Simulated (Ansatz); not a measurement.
Nb, space group Fm-3m, a scan of one input key

Run with Ansatz's Python interface.

The script, `run_edit.py`:
```python
import logging
import sys
import warnings

import ansatz
from ase import Atoms
from tabulate import tabulate

logging.basicConfig(stream=sys.stdout, format="%(levelname)s:%(name)s:%(message)s")
log = logging.getLogger("run")
log.setLevel(logging.INFO)

warnings.simplefilter("ignore", ansatz.DeckWarning)

atoms = Atoms(
    ["Nb"],
    scaled_positions=[
        [0.0, 0.0, 0.0],
    ],
    cell=[
        [0.0, 2.115, 2.115],
        [2.115, 0.0, 2.115],
        [2.115, 2.115, 0.0],
    ],
    pbc=True,
)
system = ansatz.Crystal.from_ase(atoms)

setup = (
    system.calculation()
    .functional(exchange="b88", correlation="pbe")
    .kpoints(9, 9, 9, center="gamma")
    .occupations("Fermi-Dirac", width=0.1)
    .band_table()
)
typed = setup.input()
rows = []
for value in [2, 6, 12]:
    edited = typed.set(ansatz.key.scf.n_extra_bands, value)
    r = ansatz.Session.from_dict(edited).plan().execute().report
    rows.append((value, r["free_energy_ev"], r["n_iterations"], len(r["eigenvalues_ev"][0]) if "eigenvalues_ev" in r else 0))
print(tabulate(rows, headers=["extra bands", "F eV", "iterations", "bands listed"], floatfmt=".4f", tablefmt="github"))
```

```console
$ python run_edit.py
|   extra bands |       F eV |   iterations |   bands listed |
|---------------|------------|--------------|----------------|
|             2 | -4566.7953 |            6 |              9 |
|             6 | -4566.7953 |            6 |             13 |
|            12 | -4566.7953 |            6 |             19 |
```

These settings explore the input space; cutoff and mesh may be short of convergence. For a metal this k-point mesh is coarse: on a finer one energies can move by several to tens of meV an atom and pressures by half a GPa or more, differences at one mesh by less. This isn't the structure that Nb takes at ambient conditions. Finished in 1.5 s on 1 thread of Intel(R) Xeon(R) 6975P-C (Granite Rapids) (shared host), peak memory 0.36 GiB.

(Lines on the test bed's own set-up are left out of the output.)
